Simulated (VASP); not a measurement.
A run of VASP 6.6.1 is set up as follows.

File INCAR:

```
SYSTEM = Si2W
ALGO = Fast
EDIFF = 1E-6
ENCUT = 520
GGA = PS
ISIF = 2
ISMEAR = 0
LASPH = .True.
LCHARG = .True.
LELF = .True.
LREAL = .False.
LWAVE = .False.
NELM = 60
PREC = Accurate
SIGMA = 0.02
```

File KPOINTS:

```
k-points
0
Gamma
  12 12 12
  0 0 0
```

Contents of POSCAR:

```
Si2W
1.0
   -1.6069000000      1.6069000000      3.9149500000
    1.6069000000     -1.6069000000      3.9149500000
    1.6069000000      1.6069000000     -3.9149500000
W Si
1 2
Direct
    0.0000000000      0.0000000000      0.0000000000
    0.6653000000      0.6653000000      0.0000000000
    0.3347000000      0.3347000000      0.0000000000
```

Potentials or basis: VASP PAW PBE potentials, release 64 (W_sv, Si).

Run with:

```sh
$ cat potpaw_PBE.64/W_sv/POTCAR potpaw_PBE.64/Si/POTCAR > POTCAR
$ mpirun -np 1 vasp_std > vasp.out
```

What does it give for the largest force?

0.033 eV/Å.

What does it give for the band gap on the k mesh?

None (metal or under the smearing width).

Stress tensor (GPa, compression positive):
```
-1.78  0.00  0.00
 0.00 -1.78  0.00
 0.00  0.00 -1.20
```

Caveat: the PAW data sets were made with another functional, which shifts forces and pressure a little. Spin-orbit coupling is left out, which matters for the levels of W.
